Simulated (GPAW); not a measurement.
Mg:

```
Mg
1.0
     3.20930    0.00000    0.00000
    -1.60465    2.77934    0.00000
     0.00000    0.00000    5.21030
Mg
2
Cartesian
  1.6047 0.9264 3.9077
  0.0000 1.8529 1.3026
```

```yaml
Program: GPAW 26.7.0
Task: relaxation of cell and atoms
Functional: PBE
Potentials_or_basis: GPAW PAW data sets (gpaw-data 1.2.1)
Cutoff: 800 eV
Basis: pw
k_mesh: 7 × 7 × 4
Occupations: fermi-dirac, width 0.05 eV
Spin: no spin polarisation
```

At the start: pressure -0.3 GPa; volume 23.24 Å³/atom.

How do energy, volume and symmetry change on relaxing?

Over 8 steps the energy falls by 6.6 meV/atom and the volume is 23.08 Å³/atom (-0.7 %); space group P6_3/mmc (No. 194, to 0.05 Å).

Step by step:
| step | energy change (eV) | largest force (eV/Å) | pressure (GPa) | volume (Å³) |
| --- | --- | --- | --- | --- |
| 1 | 0.0000 | 0.0000 | -0.32 | 46.47 |
| 2 | -0.0017 | 0.0000 | -0.29 | 46.43 |
| 3 | -0.0117 | 0.0000 | 0.24 | 45.81 |
| 4 | -0.0127 | 0.0000 | 0.36 | 45.71 |
| 5 | -0.0128 | 0.0000 | 0.29 | 45.78 |
| 6 | -0.0129 | 0.0000 | 0.19 | 45.90 |
| 7 | -0.0132 | 0.0000 | 0.02 | 46.12 |
| 8 | -0.0132 | 0.0000 | -0.01 | 46.16 |

Final structure:
```cif
data_structure
_symmetry_space_group_name_H-M 'P 1'
_symmetry_Int_Tables_number 1
_cell_length_a 3.1474
_cell_length_b 3.1474
_cell_length_c 5.3802
_cell_angle_alpha 90.000
_cell_angle_beta 90.000
_cell_angle_gamma 120.000
_cell_volume 46.16
loop_
_atom_site_label
_atom_site_type_symbol
_atom_site_fract_x
_atom_site_fract_y
_atom_site_fract_z
_atom_site_occupancy
Mg1 Mg 0.66667 0.33333 0.75000 1
Mg2 Mg 0.33333 0.66667 0.25000 1
```

Caveat: later steps reuse the first step's grids.
